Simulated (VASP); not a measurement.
Runs of VASP 6.6.1 on W. The structure is cubic, space group Im-3m (No. 229). The conventional cell has a = 3.165 Å, b = 3.165 Å, c = 3.165 Å, α = 90.00°, β = 90.00°, γ = 90.00°. W (site symmetry m-3m) has 8 W at 2.74 Å as nearest neighbours. 

```csv
task,level,smearing,pressure (GPa)
band structure,TPSS,fermi-dirac 0.05 eV,(a)
band structure,revTPSS,fermi-dirac 0.05 eV,-0.2
band structure,MS2,fermi-dirac 0.05 eV,-2.1
single point,PBE,gaussian 0.012 eV,6.7
```

Alike in all rows: potentials or basis VASP PAW PBE potentials, release 64 (W_sv); no spin polarisation; cell as given; k mesh 12 × 12 × 12; cutoff (eV) 520.

Task: Fill in the values left out.

Result: (a) 3.3.

Caveats: the PAW data sets were made with another functional, which shifts forces and pressure a little (some runs).
